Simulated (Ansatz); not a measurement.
CoO:

```xyz
2
Lattice="2.8563 0.0000 0.0000 -1.4281 2.4736 0.0000 0.0000 0.0000 2.7876" Properties=species:S:1:pos:R:3 pbc="T T T"
Co    0.0000    0.0000    0.0000
O     1.4281    0.8245    1.3938
```

Measurements of this composition are mostly on another form, of space group No. 225.

Base run:

```yaml
Program: Ansatz 0.2.0
Functional: PBE
Potentials_or_basis: Ansatz PAW
Cutoff: 420 eV
Density_cutoff: 1680 eV
k_mesh: 8 × 8 × 7
Occupations: gaussian, width 0.05 eV
Spin: collinear spin, program default start
Hubbard_terms: Co d U = 4 eV
```

Its results: band gap on the k mesh 0.73 eV, direct; pressure 5.3 GPa; net moment 3.00 μB per cell; site moments Co +2.60; O +0.23 μB; largest force 0.301 eV/Å.

Problem. The run is repeated on the same cell with these changes: functional from PBE to LDA; hubbard terms from Co d U = 4 eV to Co d U = 6 eV. What comes out?

Solution. Band gap on the k mesh 0.83 eV, direct; pressure -8.1 GPa; net moment 3.00 μB per cell; site moments Co +2.61; O +0.21 μB; largest force 0.298 eV/Å.

Several settings changed at once, so the effect can't be laid on one alone.

Caveats: the magnetic or orbital state may not be the lowest; odd divisions of the mesh miss points on the zone boundary, where band edges often lie, so the gap on the mesh can be too wide; a cell with one magnetic atom can't hold antiferromagnetic order, which such compounds often take; the PAW data sets come from PBE, with cores solved anew for the run's functional, which leaves a small shift of forces and pressure (some runs).

A k mesh can miss the band edges.

Not every run made on this cell is shown here.
